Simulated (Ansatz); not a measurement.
Ca: energy along a strain

Ca, Fm-3m, a = 5.588 Å (as given, not relaxed at this level: -0.6 GPa). Ansatz: PBE, PAW, 420 eV, Γ-centred 14×14×14 mesh on 1 atom, Gaussian smearing 0.15 eV; no spin polarisation. Cell vectors (Å): 0.000 2.794 2.794; 2.794 0.000 2.794; 2.794 2.794 0.000. The cell is strained by x per cent times the pattern (1 0 0 0 0 0) in the order xx yy zz yz xz xy (engineering shears), with fractional coordinates held. y is the free energy over the start, V0 = 43.632 Å³/atom.

| x (%) | y (meV/atom) |
| --- | --- |
| -6.00 | ? |
| -4.50 | -1.00 |
| -3.00 | -1.96 |
| 0.00 | 0.00 |
| 1.50 | 2.88 |
| 4.50 | 12.34 |
| 6.00 | 18.86 |

Fit y = c1 x + c2 x² + c3 x³ to the other rows, get the stiffness along the pattern, and predict the missing energy.

Least squares on the rows shown. y = 1.5043 x + 0.27995 x² − 0.0011206 x³. The clamped-ion stiffness p·C·p = 2 × 2.799 eV × 160.2 / 43.632 Å³ = 21 GPa, which is C11 in these axes (second derivative at the start, which stands under stress). At x = -6.00 the fit asked for gives 1.29 meV/atom. The run gave 1.30 meV/atom, so the fit is 0.01 meV/atom too low, a small miss on the scale of the series.